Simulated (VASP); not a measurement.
## CuI (Marshite): single point with PBE

CuI (Marshite):

```
Cu I
1.0
     0.00000    2.98011    2.98011
     2.98011    0.00000    2.98011
     2.98011    2.98011    0.00000
Cu I
1 1
Direct
  0.25000 0.25000 0.25000
  0.00000 0.00000 0.00000
```

| Quantity | Value |
| --- | --- |
| Program | VASP 6.6.1 |
| Task | single point |
| Functional | PBE |
| Potentials or basis | VASP PAW PBE potentials, release 64 (Cu, I) |
| Cutoff | 520 eV |
| k mesh | 5 × 5 × 5 |
| Occupations | gaussian, width 0.01 eV |
| Spin | no spin polarisation |
| Dipole correction | no |
| Further INCAR settings | ALGO = Normal; EDIFF = 1e-06; NBANDS = 16 |

```yaml
Pressure: 2.8 GPa
Band_gap_on_the_k_mesh: 1.28 eV, direct
```

Levels at points of the mesh, in eV from the valence-band top:
```
           k point  band 7  band 8  band 9  band 10  band 11  band 12
(0.00, 0.00, 0.00)    0.00    0.00    0.00     1.28     4.81     4.81
```

Run time: 14 s on 1 thread of Intel(R) Xeon(R) Platinum 8259CL CPU @ 2.50GHz (Skylake/Cascade Lake), with other jobs on the host, peak memory 0.17 GiB.

Caveat: spin-orbit coupling is left out, which moves the levels of the heavy elements. PBE gaps usually lie below the measured ones, often by a third to a half.
